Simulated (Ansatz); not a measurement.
# B3N4: the cost of one run

Computed with Ansatz 0.2.0 (DFT PBE+D3(BJ), scalar-relativistic, plane waves, PAW, unless a step's input says otherwise).

5 further runs of the same task are left out: 5 set aside as unsound or not needed.

## (1) The starting structure

The structure is orthorhombic, space group Amm2 (No. 38). Conventional cell: a = 23.679 Å, b = 2.508 Å, c = 4.338 Å, α = 90.00°, β = 90.00°, γ = 90.00°. B (site symmetry m) is surrounded by 3 N at 1.45 Å. N (site symmetry m) is surrounded by 3 B at 1.45 Å. B (site symmetry mm2) has 3 N at 1.45 Å as nearest neighbours. N (site symmetry mm2) has 3 B at 1.45 Å as nearest neighbours.

Coordinates:

```
B N
1.0
     2.50519    0.00000    0.00000
     1.25009    2.17100    0.00000
     0.00000    0.00000   23.67896
B N
3 3
Direct
  0.49989 0.49989 0.35897
  0.99989 0.99989 0.50000
  0.49989 0.49989 0.64103
  0.83341 0.83341 0.35897
  0.33341 0.33341 0.50000
  0.83341 0.83341 0.64103
```

Planes are indexed in the bulk's conventional cell (Fmm2 (No. 42)), a = 2.508 Å, b = 6.679 Å, c = 4.338 Å, α = 90.00°, β = 90.00°, γ = 90.00°.

It is a (010) slab, 6.7 Å thick as cut, with 17 Å of vacuum; its outer planes are BN (top) and BN (bottom). An earlier relaxation, lower half held, gave -1627.9342 eV, gap on the mesh 3.96 eV, ionisation potential 5.76 eV, electron affinity 1.80 eV.

## (2) N at the top (B) site

With the adsorbate the run is spin-polarised.

input.yaml

```yaml
crystal:
  lattice:
    - [2.5051851808, 0.0, 0.0]
    - [1.2500915904, 2.17099604, 0.0]
    - [0.0, 0.0, 25.6789643053]
  atoms:
    - { symbol: B, position: [0.4998931263, 0.4998931263, 0.3310102346] }
    - { symbol: "N", position: [0.8334068837, 0.8334068837, 0.3310102346] }
    - { symbol: B, position: [0.9998931263, 0.9998931263, 0.4610576195] }
    - { symbol: "N", position: [0.3334068837, 0.3334068837, 0.4610576195] }
    - { symbol: B, position: [0.4998931263, 0.4998931263, 0.5911050043] }
    - { symbol: "N", position: [0.8334068837, 0.8334068837, 0.5911050043] }
    - { symbol: "N", position: [0.4998931263, 0.4998931263, 0.651855118], spin: 3.0 }
basis:
  ecutwfc: 420
kpoints:
  mp_grid: { grid: [12, 12, 1] }
hamiltonian:
  xc: pbe
  dispersion: d3bj
scf:
  occupations: { method: gaussian, width: 0.05 }
output:
  forces: true
  eigenvalues: true
  populations: true
magnetization:
  spin_polarized: true
relax:
  adjacent_minimum: "off"
  f_tol: 0.03
  max_steps: 70
  constraints: [{ sites: [0, 1] }]
efield:
  axis: 3
  dipole_correction: true
  ramp_width: 0.04
```

The run is started by

```sh
$ ansatz run input.yaml --threads 1 --pin off --max-ram 2560MiB --backend cpu --events-out ev --progress --plain --runs-dir out
```

What time and memory should one allow on 1 thread of Arm Neoverse V2, shared host?

About 7.2 min, with a peak of 0.51 GiB.
